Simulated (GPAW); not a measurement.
The system is LiF (Griceite).

```xyz
2
Lattice="0.0000 2.0140 2.0140 2.0140 0.0000 2.0140 2.0140 2.0140 0.0000" Properties=species:S:1:pos:R:3 pbc="T T T"
F     2.0140    2.0140    2.0140
Li    0.0000    0.0000    0.0000
```

Base run:

* Program: GPAW 26.7.0
* Functional: PBEsol
* Potentials or basis: PAW data sets generated in the run's folder for this functional
* Cutoff: 800 eV
* Basis: pw
* k mesh: 11 × 11 × 11
* Occupations: fermi-dirac, width 0.05 eV
* Spin: no spin polarisation

Its results: band gap on the k mesh 8.88 eV, direct; pressure -2.5 GPa.

Question: After a change of settings the same cell gave: band gap on the k mesh 9.06 eV, direct; pressure 0.6 GPa. Which change was it?
A. functional from PBEsol to r2SCAN; potentials or basis from PAW data sets generated in the run's folder for this functional to GPAW PAW data sets (gpaw-data 1.2.1)
B. functional from PBEsol to LDA
C. functional from PBEsol to PBE
D. functional from PBEsol to WC

Answer: C.

PBE binds less tightly than PBEsol, so the same cell stands under more pressure.

Caveats: an odd mesh through Γ misses points on the zone boundary, where band edges often lie (some runs).

Not every run made on this cell is shown here.
